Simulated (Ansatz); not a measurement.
A run of Ansatz 0.2.0 is set up as follows.

File input.yaml:

```yaml
crystal:
  lattice:
    - [3.74, 0.0, 0.0]
    - [0.0, 3.74, 0.0]
    - [0.0, 0.0, 3.74]
  atoms:
    - { symbol: Au, position: [0.0, 0.0, 0.0] }
    - { symbol: Cu, position: [0.5, 0.5, 0.0] }
    - { symbol: Cu, position: [0.5, 0.0, 0.5] }
    - { symbol: Cu, position: [0.0, 0.5, 0.5] }
hamiltonian:
  xc: revpbe
  pseudopotentials: { kind: paw }
  dispersion: d4
kpoints:
  mp_grid: { grid: [7, 7, 7] }
scf:
  occupations: { method: fermi_dirac, width: 0.05 }
output:
  forces: true
  stress: true
  eigenvalues: true
  write_density: true
  write_potential: true
  elf: true
  volumetric_format: npy
relax:
  f_tol: 0.01
  max_steps: 40
  cell: { stress_tol: 0.05 }
```

Potentials or basis: Ansatz PAW.

Command:

```sh
$ ansatz run input.yaml --threads 2 --pin off --max-ram 5632MiB --backend cpu --events-out ev --progress --plain --runs-dir out
```

(1) What does it give for the space group after relaxing (to 0.05 Å)?

(2) What does it give for the relaxed cell?

(3) What does it give for the relaxed volume?

## Answers

(1) Pm-3m (No. 221).

(2) a = 3.716 Å, b = 3.716 Å, c = 3.716 Å, α = 90.00°, β = 90.00°, γ = 90.00°.

(3) 12.83 Å³/atom.

Caveat: pairwise dispersion overbinds metals, which lowers pressure and volume; the PAW data sets come from PBE, with cores solved anew for the run's functional, which leaves a small shift of forces and pressure.
